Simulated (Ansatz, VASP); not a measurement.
# Two plane-wave programs on Be

Contents of POSCAR:

```
Be
1.0
    0.0000000000      1.5789469876      1.5789469876
    1.5789469876      0.0000000000      1.5789469876
    1.5789469876      1.5789469876      0.0000000000
Be
1
Direct
    0.0000000000      0.0000000000      0.0000000000
```

INCAR.step1

```
ALGO     = Normal         # electronic algorithm
EDIFF    = 1E-4           # SCF threshold, eV
ENCUT    = 520            # plane-wave cutoff, eV
GGA      = PE             # functional
ISMEAR   = -1             # smearing method
LASPH    = T              # aspherical terms in the spheres
LCHARG   = F              # write CHGCAR
LREAL    = F              # projectors in reciprocal space
LWAVE    = T              # write WAVECAR
NBANDS   = 7              # bands
NELM     = 80             # most SCF steps
PREC     = Accurate       # precision mode
SIGMA    = 0.08           # smearing width, eV
```

INCAR.step2

```
ALGO     = Normal         # electronic algorithm
EDIFF    = 1E-8           # SCF threshold, eV
ENCUT    = 520            # plane-wave cutoff, eV
ISIF     = 2              # what is computed and relaxed
ISMEAR   = -1             # smearing method
ISTART   = 1            
LASPH    = T              # aspherical terms in the spheres
LCHARG   = F              # write CHGCAR
LEFG     = T            
LMIXTAU  = T            
LREAL    = F              # projectors in reciprocal space
LWAVE    = F              # write WAVECAR
METAGGA  = R2SCAN         # meta-GGA
NBANDS   = 7              # bands
NELM     = 80             # most SCF steps
PREC     = Accurate       # precision mode
SIGMA    = 0.08           # smearing width, eV
```

The input KPOINTS:

```
k-points
0
Gamma
  20 20 20
```

Input for Ansatz:

```yaml
crystal:
  lattice:
    - [0.0, 1.5789469876, 1.5789469876]
    - [1.5789469876, 0.0, 1.5789469876]
    - [1.5789469876, 1.5789469876, 0.0]
  atoms:
    - { symbol: Be, position: [0.0, 0.0, 0.0] }
kpoints:
  mp_grid: { grid: [20, 20, 20] }
  band_path:
    path:
      - [0.0, 0.0, 0.0]
      - [0.5, 0.0, 0.5]
      - [0.625, 0.25, 0.625]
      - [0.375, 0.375, 0.75]
      - [0.0, 0.0, 0.0]
      - [0.5, 0.5, 0.5]
      - [0.5, 0.25, 0.75]
      - [0.5, 0.0, 0.5]
    npoints: 5
scf:
  occupations: { method: fermi_dirac, width: 0.08 }
hamiltonian:
  xc: r2scan
  pseudopotentials: { kind: paw }
output:
  forces: true
  stress: true
  eigenvalues: true
  efg: { contact_densities: true }
```

Alike in both runs: task electric field gradients; functional r2SCAN; k mesh 20 × 20 × 20; occupations fermi-dirac, width 0.08 eV; no spin polarisation.

|  | VASP | Ansatz |
| --- | --- | --- |
| version | VASP 6.6.1 | Ansatz 0.2.0 |
| potentials or method | VASP PAW PBE potentials, release 64 (Be) | PAW with Ansatz's default frozen-core files, scalar-relativistic |
| plane-wave cutoff (eV) | 520 | 500 |
| valence electrons in the cell | 2 | 2 |

Ansatz gave:

| Property | Result |
| --- | --- |
| pressure (GPa) | 0.2 |
| Vzz of the field gradient on the site that differs most (V/Å²) | 0.0 |

Task: Estimate VASP's values.

Result: Pressure (GPa): 0.3; Vzz of the field gradient on the site that differs most (V/Å²): 0.0.

Caveats: the PAW data sets were made with another functional, which shifts forces and pressure a little (VASP).
